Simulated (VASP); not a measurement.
**MgO in VASP 6.6.1, single-point calculation**

INCAR

```
LASPH = .TRUE.
PREC = Accurate
EDIFF = 1E-7
IBRION = -1
ISMEAR = -1
LMAXMIX = 4
LWAVE = .FALSE.
SIGMA = 0.02
NSW = 0
ISIF = 2
LREAL = .FALSE.
NBANDS = 16
LCHARG = .FALSE.
GGA = PE
NELM = 84
ENCUT = 520
```

KPOINTS

```
KPOINTS created by Atomic Simulation Environment
0
Gamma
12 12 6
0 0 0
```

POSCAR

```
Mg O
 1.0000000000000000
     3.2767768802576680   -0.0000000000288675    0.0000000000000000
    -1.6383884401038340    2.8377720208510944    0.0000000000000000
     0.0000000000000000    0.0000000000000000    3.9362907704999999
 Mg  O
   2   2
Cartesian
  1.6383884401371669  0.9459240069311199  2.9522180778750009
  0.0000000000166666  1.8918480138911069  0.9840726926250002
  1.6383884401371669  0.9459240069311199  0.9840726926250002
  0.0000000000166666  1.8918480138911069  2.9522180778750009
```

The recommended PBE PAW datasets give the neutral cell 16 valence electrons.

Command

```
mpirun -np 1 vasp_std
```

**Question.** How does this run end, and what does it give?

**Answer.** It converged. Results: gap between bands v and c on the k mesh 4.41 eV; least direct gap on the k mesh 4.41 eV; pressure 41.9 GPa. Band v is the last that the valence electrons fill when counted band by band, and c is the next.

OSZICAR

```
N       E                     dE             d eps       ncg     rms          rms(c)
DAV:   1     0.633825702572E+02    0.63383E+02   -0.78929E+03  2448   0.910E+02
DAV:   2    -0.237258824589E+02   -0.87108E+02   -0.80218E+02  3344   0.211E+02
DAV:   3    -0.270819013638E+02   -0.33560E+01   -0.33450E+01  2848   0.412E+01
DAV:   4    -0.270941540847E+02   -0.12253E-01   -0.12252E-01  2840   0.289E+00
DAV:   5    -0.270942098671E+02   -0.55782E-04   -0.55782E-04  2824   0.185E-01    0.118E+01
DAV:   6    -0.227793398579E+02    0.43149E+01   -0.98164E+00  2520   0.256E+01    0.316E+00
DAV:   7    -0.227343000468E+02    0.45040E-01   -0.17938E-01  2560   0.323E+00    0.211E+00
DAV:   8    -0.227170491967E+02    0.17251E-01   -0.67617E-02  2584   0.286E+00    0.449E-01
DAV:   9    -0.227148121715E+02    0.22370E-02   -0.41317E-03  2992   0.591E-01    0.118E-01
DAV:  10    -0.227153569901E+02   -0.54482E-03   -0.87584E-04  2432   0.200E-01    0.371E-02
DAV:  11    -0.227153643859E+02   -0.73957E-05   -0.16130E-05  2656   0.379E-02    0.129E-02
DAV:  12    -0.227153645670E+02   -0.18110E-06   -0.47843E-06  2472   0.174E-02    0.207E-03
DAV:  13    -0.227153644921E+02    0.74896E-07   -0.36866E-07  2816   0.484E-03
   1 F= -.22715364E+02 E0= -.22715364E+02  d E =-.212829E-10
```

For comparison, a separate PBE run of the intended cell, on usual settings and not on those above, gives a gap of 4.41 eV on its mesh and a pressure of 41.9 GPa.
